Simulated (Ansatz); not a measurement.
PbSe:

```xyz
2
Lattice="3.7843 0.0000 0.0000 0.0000 3.7843 0.0000 0.0000 0.0000 3.7843" Properties=species:S:1:pos:R:3 pbc="T T T"
Pb    0.0000    0.0000    0.0000
Se    1.8922    1.8922    1.8922
```

Measurements of this composition are mostly on another form, of space group No. 225.

Base run:

* Program: Ansatz 0.2.0
* Functional: LDA
* Potentials or basis: all-electron LAPW, scalar-relativistic
* Cutoff: 156 eV (chosen from the basis error)
* Basis error allowed: 0.001 eV/atom
* k mesh: 7 × 7 × 7
* Occupations: gaussian, width 0.05 eV
* Spin: no spin polarisation

Its results: band gap on the k mesh none (metal or under the smearing width); pressure -4.8 GPa.

The run is repeated on the same cell with these changes: functional from LDA to PBEsol. What comes out?

Band gap on the k mesh none (metal or under the smearing width); pressure -3.2 GPa.

PBEsol binds less tightly than LDA, so the same cell stands under more pressure.
